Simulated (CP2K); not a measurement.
Runs of CP2K 2026.2 on Au. Symmetry: Fm-3m, No. 225, cubic system. Conventional cell: a = 4.070 Å, b = 4.070 Å, c = 4.070 Å, α = 90.00°, β = 90.00°, γ = 90.00°. Au (site symmetry m-3m) is surrounded by 12 Au at 2.88 Å. 

```csv
task,level,potentials or basis,smearing,EPS_DEFAULT,NGRIDS,basis sets,potentials,CUTOFF of the grids,gap on the mesh (eV),pressure (GPa)
single point,PBE,POTENTIAL_UZH Au GTH-PBE-q11; TZVP-MOLOPT-PBE-GTH basis,fermi-dirac 0.05 eV,1.0E-10,4,Au TZVP-MOLOPT-PBE-GTH-q11,Au GTH-PBE-q11 of POTENTIAL_UZH,500 Ry,none,16.3
band structure,r2SCAN,POTENTIAL_UZH Au GTH-SCAN-q11; TZVP-MOLOPT-SCAN-GTH basis,fermi-dirac 0.01 eV,1.0E-9,5,Au TZVP-MOLOPT-SCAN-GTH-q11,Au GTH-SCAN-q11 of POTENTIAL_UZH,675 Ry,none,11.1
single point,PBE,POTENTIAL_UZH Au GTH-PBE-q11; TZVP-MOLOPT-PBE-GTH basis,gaussian 0.014 eV,1.0E-10,4,Au TZVP-MOLOPT-PBE-GTH-q11,Au GTH-PBE-q11 of POTENTIAL_UZH,500 Ry,none,16.3
single point,PBE,POTENTIAL_UZH Au GTH-PBE-q11; TZVP-MOLOPT-PBE-GTH basis,gaussian 0.012 eV,1.0E-10,4,Au TZVP-MOLOPT-PBE-GTH-q11,Au GTH-PBE-q11 of POTENTIAL_UZH,500 Ry,none,16.3
atomic charges,AM05,POTENTIAL_UZH Au GTH-PBE-q11; TZVP-MOLOPT-PBE-GTH basis,fermi-dirac 0.05 eV,1.0E-9,5,Au TZVP-MOLOPT-PBE-GTH-q11,Au GTH-PBE-q11 of POTENTIAL_UZH,700 Ry,none,(b)
single point,PBE,POTENTIAL_UZH Au GTH-PBE-q11; TZVP-MOLOPT-PBE-GTH basis,gaussian 0.026 eV,1.0E-10,5,Au TZVP-MOLOPT-PBE-GTH-q11,Au GTH-PBE-q11 of POTENTIAL_UZH,500 Ry,none,16.3
single point,PBE,POTENTIAL_UZH Au GTH-PBE-q11; TZVP-MOLOPT-PBE-GTH basis,gaussian 0.023 eV,1.0E-10,4,Au TZVP-MOLOPT-PBE-GTH-q11,Au GTH-PBE-q11 of POTENTIAL_UZH,500 Ry,none,16.3
band structure,PBE,POTENTIAL_UZH Au GTH-PBE-q11; TZVP-MOLOPT-PBE-GTH basis,fermi-dirac 0.1 eV,1.0E-9,4,Au TZVP-MOLOPT-PBE-GTH-q11,Au GTH-PBE-q11 of POTENTIAL_UZH,500 Ry,none,(a)
atomic charges,TPSS,POTENTIAL_UZH Au GTH-PBE-q11; TZVP-MOLOPT-PBE-GTH basis,fermi-dirac 0.05 eV,1.0E-9,5,Au TZVP-MOLOPT-PBE-GTH-q11,Au GTH-PBE-q11 of POTENTIAL_UZH,700 Ry,none,9.2
band structure,LDA,GTH_POTENTIALS Au GTH-PADE-q11; TZVP-MOLOPT-PBE-GTH basis,fermi-dirac 0.01 eV,1.0E-9,4,Au TZVP-MOLOPT-PBE-GTH-q11,Au GTH-PADE-q11 of GTH_POTENTIALS,500 Ry,none,2.4
atomic charges,PBE,POTENTIAL_UZH Au GTH-PBE-q11; TZVP-MOLOPT-PBE-GTH basis,fermi-dirac 0.05 eV,1.0E-9,5,Au TZVP-MOLOPT-PBE-GTH-q11,Au GTH-PBE-q11 of POTENTIAL_UZH,700 Ry,none,16.3
```

Alike in all rows: no spin polarisation; cell as given; k mesh 11 × 11 × 11.

Problem. Estimate the missing entries.

Solution. (a) 16.2; (b) 7.5.

Caveats: the basis of atomic orbitals isn't converged, which shifts pressures, moduli and gaps; so large a pressure means that the cell lies far from this level's equilibrium, or that cutoff or potentials fall short (some runs); the potentials were made for another functional, which shifts forces and pressure (some runs).

A k mesh can miss the band edges, and the runs leave out spin-orbit coupling on Au.

A gap of «none» marks a metal or a gap under the smearing width.

Not every run made on this cell is shown here.
